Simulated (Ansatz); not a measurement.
Something may be wrong with this Ansatz 0.2.0 calculation of Al.

The input input.yaml:

```yaml
crystal:
  lattice:
    - [0.0, 2.024805, 2.024805]
    - [2.024805, 0.0, 2.024805]
    - [2.024805, 2.024805, 0.0]
  atoms:
    - { symbol: Al, position: [0.0, 0.0, 0.0] }
hamiltonian:
  xc: pbesol
  pseudopotentials: { kind: paw }
kpoints:
  mp_grid: { grid: [11, 11, 11] }
  band_path:
    path:
      - [[0.0, 0.0, 0.0], [0.5, 0.0, 0.5], [0.5, 0.25, 0.75], [0.375, 0.375, 0.75], [0.0, 0.0, 0.0], [0.5, 0.5, 0.5], [0.625, 0.25, 0.625], [0.5, 0.25, 0.75], [0.5, 0.5, 0.5], [0.375, 0.375, 0.75]]
      - [[0.625, 0.25, 0.625], [0.5, 0.0, 0.5]]
    npoints: 14
scf:
  occupations: { method: fermi_dirac, width: 0.05 }
  n_extra_bands: 6
  max_iter: 80
output:
  forces: true
  stress: true
  eigenvalues: true
  fatbands: false
basis:
  ecutwfc: "40 Ry/bohr"
```

Potentials or basis: Ansatz PAW.

Launch:

```console
$ ansatz run input.yaml --threads 2 --pin off --max-ram 5632MiB --backend cpu --events-out ev --progress --plain --runs-dir out
```

Output:

```text
Error: YAML parse error: error: line 28 column 12: unknown unit factor `Ry/bohr`
  --> <input>:28:12
   |
26 |   fatbands: false
27 | basis:
28 |   ecutwfc: "40 Ry/bohr"
   |            ^ unknown unit factor `Ry/bohr`
```

Problem. Diagnose the run.

Solution. The input was rejected before any iteration. The input holds a flaw that was put in on purpose: a cutoff in the wrong unit (basis.ecutwfc = 40 Ry/bohr).

A sound run on the same cell differs in these lines of the main input:
```diff
@@ -21 +20,0 @@
-  max_iter: 80
@@ -26,3 +25 @@
-  fatbands: false
-basis:
-  ecutwfc: "40 Ry/bohr"
+  fatbands: true
```
